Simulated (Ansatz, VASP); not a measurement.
**Two plane-wave programs on AgCl**

The input INCAR:

```
SYSTEM = AgCl
  PREC = Accurate
  ENCUT = 520
  EDIFF = 1E-8
  ISMEAR = -1
  SIGMA = 0.01
  LREAL = .False.
  LASPH = .True.
  NELM = 60
  ALGO = Normal
  ISIF = 2
  LWAVE = .False.
  LCHARG = .False.
  GGA = PS
  LEFG = .True.
  NBANDS = 16
```

Contents of KPOINTS:

```
regular mesh
0
Gamma
  9 9 9
  0 0 0
```

File POSCAR:

```
AgCl
1.0
    0.0277315000      2.7870157500      2.7870157500
    2.7870157500      0.0277315000      2.7870157500
    2.7870157500      2.7870157500      0.0277315000
Ag Cl
1 1
Direct
    0.5000000000      0.5000000000      0.5000000000
    0.0000000000      0.0000000000      0.0000000000
```

Input for Ansatz:

```yaml
crystal:
  lattice:
    - [0.0277315, 2.78701575, 2.78701575]
    - [2.78701575, 0.0277315, 2.78701575]
    - [2.78701575, 2.78701575, 0.0277315]
  atoms:
    - { symbol: Ag, position: [0.5, 0.5, 0.5] }
    - { symbol: Cl, position: [0.0, 0.0, 0.0] }
kpoints:
  mp_grid: { grid: [9, 9, 9] }
scf:
  occupations: { method: fermi_dirac, width: 0.01 }
hamiltonian:
  xc: pbesol
  pseudopotentials: { kind: paw }
output:
  forces: true
  stress: true
  eigenvalues: true
  efg: { contact_densities: true }
```

Change from the starting cell: equal xy, yz and zx shear strains of +1 %, PAW files.

Alike in both runs: task electric field gradients; functional PBEsol; k mesh 9 × 9 × 9; occupations fermi-dirac, width 0.01 eV; no spin polarisation.

|  | VASP | Ansatz |
| --- | --- | --- |
| version | VASP 6.6.1 | Ansatz 0.2.0 |
| potentials or method | VASP PAW PBE potentials, release 64 (Ag, Cl) | PAW with Ansatz's default frozen-core files, scalar-relativistic |
| plane-wave cutoff (eV) | 520 | 420 |
| valence electrons in the cell | 18 | 26 |

Ansatz gave:

- gap on the k mesh at the Fermi level (eV): 0.77
- pressure (GPa): -2.6
- largest component of the traceless stress (GPa): 0.07
- Vzz of the field gradient on the site that differs most (V/Å²): 4.6

Q: Which values does VASP return?

A: gap on the k mesh at the Fermi level (eV): 0.76; pressure (GPa): -2.7; largest component of the traceless stress (GPa): 0.07; Vzz of the field gradient on the site that differs most (V/Å²): 4.5.

The two sets of potentials don't hold the same shells in valence. Ansatz warned: «gradients_without_spin_orbit».

Caveats: the PAW data sets were made with another functional, which shifts forces and pressure a little (VASP); an odd mesh through Γ misses points on the zone boundary, where band edges often lie.
